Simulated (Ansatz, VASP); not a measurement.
**Ru in VASP and in Ansatz**

The input POSCAR:

```
Ru
1.0
    0.0000000000      2.0682000000      1.7618000000
    2.0682000000      0.0000000000      1.7618000000
    2.0682000000      2.0682000000      0.0000000000
Ru
1
Direct
    0.0000000000      0.0000000000      0.0000000000
```

INCAR.step1

```
ALGO = Normal
EDIFF = 1E-4
ENCUT = 520
GGA = PE
ISMEAR = 0
LASPH = T
LCHARG = F
LREAL = F
LWAVE = T
NBANDS = 13
NELM = 100
PREC = Accurate
SIGMA = 0.15
```

Contents of INCAR.step2:

```
ALGO = Normal
EDIFF = 1E-6
ENCUT = 520
ISIF = 2
ISMEAR = 0
ISTART = 1
LASPH = T
LCHARG = F
LMIXTAU = T
LREAL = F
LWAVE = F
METAGGA = R2SCAN
NBANDS = 13
NELM = 100
PREC = Accurate
SIGMA = 0.15
```

File KPOINTS:

```
k-points
0
Gamma
  22 22 22
```

Input for Ansatz:

```yaml
crystal:
  lattice:
    - [0.0, 2.0682, 1.7618]
    - [2.0682, 0.0, 1.7618]
    - [2.0682, 2.0682, 0.0]
  atoms:
    - { symbol: Ru, position: [0.0, 0.0, 0.0] }
basis:
  ecutwfc: 500
kpoints:
  mp_grid: { grid: [22, 22, 22] }
hamiltonian:
  xc: r2scan
scf:
  occupations: { method: gaussian, width: 0.15 }
output:
  forces: true
  stress: true
  eigenvalues: true
```

Change from the starting cell: strain +0.080 along x and y, -0.080 along z, atoms carried along.

Alike in both runs: task single point; functional r2SCAN; k mesh 22 × 22 × 22; occupations gaussian, width 0.15 eV; no spin polarisation.

|  | VASP | Ansatz |
| --- | --- | --- |
| version | VASP 6.6.1 | Ansatz 0.2.0 |
| potentials or method | VASP PAW PBE potentials, release 64 (Ru_pv) | scalar-relativistic, plane waves, PAW |
| plane-wave cutoff (eV) | 520 | 500 |
| valence electrons in the cell | 14 | 16 |

|  | VASP | Ansatz | Ansatz less VASP |
| --- | --- | --- | --- |
| gap on the k mesh at the Fermi level (eV) | none | none | - |
| pressure (GPa) | -23.5 | -24.4 | -0.83 |
| largest component of the traceless stress (GPa) | 20.78 | 20.76 | -0.016 |

A gap of «none» marks a metal or a gap that the smearing closes. The two sets of potentials don't hold the same shells in valence.

Caveats: so large a pressure means that the cell lies far from this level's equilibrium, or that cutoff or potentials fall short (VASP); the potentials were made for another functional, which shifts forces and pressure (VASP).
